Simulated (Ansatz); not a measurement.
**LiH: from Born charge to LO–TO splitting and polaron coupling**

The calculation used Ansatz 0.2.0, DFT PBE, scalar-relativistic, plane waves, PAW. Cutoff 420 eV, 10×10×10 k-points (Γ-centred), fixed occupations. No spin polarisation. Phonons by linear response, acoustic sum rule imposed.

Relaxed structure:
```
Li H
1.0
     0.00000    2.00340    2.00340
     2.00340    0.00000    2.00340
     2.00340    2.00340    0.00000
Li H
1 1
Cartesian
  0.0000 0.0000 0.0000
  2.0034 2.0034 2.0034
```

Linear response gives ν_TO = 585.1 cm⁻¹, Born charges ±1.019 e (positive on Li) and ε∞ = 4.380. The primitive cell holds 16.082 Å³, and the masses are 6.940 and 1.008 amu.

**Question.** Find ν_LO and the static dielectric constant.

**Answer.** The long-wave field adds a restoring force: ω_LO² − ω_TO² = Z*²e²/(ε_vac ε∞ μV). In these units ν_LO² − ν_TO² = 4.92064×10⁷ Z*²/(μ V ε∞) cm⁻², with μ = m₁m₂/(m₁ + m₂) = 0.880 amu: 824683 cm⁻². So ν_LO = √(585.1² + 824683) = 1080.3 cm⁻¹, and the run gives 1080.3. Lyddane–Sachs–Teller then gives ε0 = ε∞ (ν_LO/ν_TO)² = 14.93, against 14.93 in the run (it forms both from the same three quantities, so the match checks the arithmetic only). Between ν_TO and ν_LO the dielectric function is negative and an undamped crystal reflects fully: a reststrahlen band from 9.3 to 17.1 μm.

**Question.** What do the Clausius–Mossotti polarisability and the Szigeti charge come to?

**Answer.** With the Lorentz local field, α = (3V/4π)(ε∞ − 1)/(ε∞ + 2) = 2.03 Å³ for the pair, and e_S = 3Z*/(ε∞ + 2) = 0.48 e. The Born charge includes the electrons' response to the dipole's own local field, and e_S takes that enhancement out. The Lorentz field assumes point-like polarisable ions, a poor picture once ε∞ is this large, since the electron clouds then overlap or are shared, so both numbers are formal here.

**Question.** How strongly does a slow electron couple to the LO mode?

**Answer.** For one isotropic parabolic band, Fröhlich's constant is α_F = (1/ε∞ − 1/ε0) √(m* Ry/ħω_LO), with Ry = 13.606 eV, ħω_LO = 133.9 meV and m* in free-electron masses: α_F = 0.1614 × 10.08 × √m* = 1.63 √m*. The band mass isn't part of this run; for m* = 0.1, 0.3 and 1 it gives 0.51, 0.89, 1.63. In weak coupling the polaron lies α_F ħω_LO below the band edge (119 meV at m* = 0.3) with a mass m*(1 + α_F/6); past α_F of about 5 or 6 that expansion fails. A semilocal functional's ε∞ tends to be too large, which taken alone lowers α_F.

Cost: 1 run of about 0.21 core-minutes, on Intel Xeon Platinum 8259CL (Skylake/Cascade Lake) (shared hosts).